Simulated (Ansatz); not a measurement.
In HgSe (zinc blende type) the Hg atom of the primitive cell, with all its periodic images, is moved by 0.06 Å along [111].

```
Hg Se
1.0
     0.00000    3.13500    3.13500
     3.13500    0.00000    3.13500
     3.13500    3.13500    0.00000
Hg Se
1 1
Direct
  0.00552 0.00552 0.00552
  0.25000 0.25000 0.25000
```

Level of theory: HSE06, plane waves, all-electron PAW datasets generated for the crystal, point nucleus in Ansatz 0.2.0 development build.

Cutoff 380 eV; exchange singularity: regularized; k-mesh 4×4×4 Γ-centred; Fermi–Dirac smearing of 0.1 eV; no spin polarisation; no spin–orbit coupling.

What force results?

The force on it along the displacement is -0.1630 eV/Å, a force constant of 2.72 eV/Å². A one-sided step along [111] also holds the cubic anharmonicity.

```tsv
atom	Fx (eV/Å)	Fy (eV/Å)	Fz (eV/Å)
Hg1	-0.0941	-0.0941	-0.0941
Se2	0.0942	0.0942	0.0942
```

The k-mesh is coarse, so these values belong to this mesh and can lie far from the converged ones.
